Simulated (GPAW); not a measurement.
The system is Ga.

```
Ga
1.0
     2.77842    0.00000    0.00000
     0.00000    3.28161    0.00000
    -1.34343    0.00000    3.99027
Ga
2
Direct
  0.13460 0.75000 0.77017
  0.86540 0.25000 0.22983
```

This isn't the form of Ga at room conditions, which is orthorhombic.

Base run:

| Item | Value |
| --- | --- |
| Program | GPAW 26.7.0 |
| Functional | PBEsol |
| Potentials or basis | PAW data sets generated in the run's folder for this functional |
| Cutoff | 600 eV |
| Basis | pw |
| k mesh | 8 × 7 × 6 |
| Occupations | fermi-dirac, width 0.05 eV |
| Spin | no spin polarisation |

Its results: pressure 0.0 GPa; largest force 0.102 eV/Å.

Problem. The run is repeated on the same cell with these changes: functional from PBEsol to LDA; potentials or basis from PAW data sets generated in the run's folder for this functional to the program's PAW data sets (release 1.2.1) made for this functional. What comes out?

Solution. Pressure -2.0 GPa; largest force 0.101 eV/Å.

Not every run made on this cell is shown here.
